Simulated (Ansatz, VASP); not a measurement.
One calculation of Cu, two programs

File INCAR:

```
SYSTEM = Cu
PREC     = Accurate       ! precision mode
ENCUT    = 520            ! plane-wave cutoff, eV
EDIFF    = 1E-6           ! SCF threshold, eV
ISMEAR   = -1             ! smearing method
SIGMA    = 0.1            ! smearing width, eV
LREAL    = .False.        ! projectors in reciprocal space
LASPH    = .True.         ! aspherical terms in the spheres
NELM     = 60             ! most SCF steps
ALGO     = Normal         ! electronic algorithm
ISIF     = 2              ! what is computed and relaxed
LWAVE    = .False.        ! write WAVECAR
LCHARG   = .True.         ! write CHGCAR
GGA      = RE             ! functional
LELF     = .True.         ! ELF
LVHAR    = .True.       
NBANDS   = 18             ! bands
```

The input KPOINTS:

```
Automatic mesh
0
Gamma
  11 11 11
  0 0 0
```

File POSCAR:

```
Cu
1.0
    0.0000000000      2.8133482769      2.8133482769
    2.8133482769      0.0000000000      2.8133482769
    2.8133482769      2.8133482769      0.0000000000
Cu
2
Direct
    0.1250000000      0.1250000000      0.1250000000
    0.8750000000      0.8750000000      0.8750000000
```

Input for Ansatz:

```yaml
crystal:
  lattice:
    - [0.0, 2.8133482769, 2.8133482769]
    - [2.8133482769, 0.0, 2.8133482769]
    - [2.8133482769, 2.8133482769, 0.0]
  atoms:
    - { symbol: Cu, position: [0.125, 0.125, 0.125] }
    - { symbol: Cu, position: [0.875, 0.875, 0.875] }
hamiltonian:
  xc: revpbe
  pseudopotentials:
    kind: paw
    azcp:
      Cu: "pseudopotentials/Cu.paw.azcp"
basis:
  ecutwfc: 420
  fft_grid_basis: typed
kpoints:
  mp_grid: { grid: [11, 11, 11], shift: [0, 0, 0] }
magnetization:
  spin_polarized: false
scf:
  occupations: { method: fermi_dirac, width: 0.1 }
  lower_state_search: "off"
output:
  stress: true
```

Alike in both runs: task single point; functional revPBE; k mesh 11 × 11 × 11; occupations fermi-dirac, width 0.1 eV; no spin polarisation.

|  | VASP | Ansatz |
| --- | --- | --- |
| version | VASP 6.6.1 | Ansatz 0.2.0 |
| potentials or method | VASP PAW PBE potentials, release 64 (Cu) | plane waves (420 eV) with PAW, scalar-relativistic |
| plane-wave cutoff (eV) | 520 | 420 |
| valence electrons in the cell | 22 | 38 |

|  | VASP | Ansatz | Ansatz less VASP |
| --- | --- | --- | --- |
| pressure (GPa) | -4.0 | -4.0 | 0.00 |

The two sets of potentials don't hold the same shells in valence.

Caveats: the PAW data sets were made with another functional, which shifts forces and pressure a little (VASP).
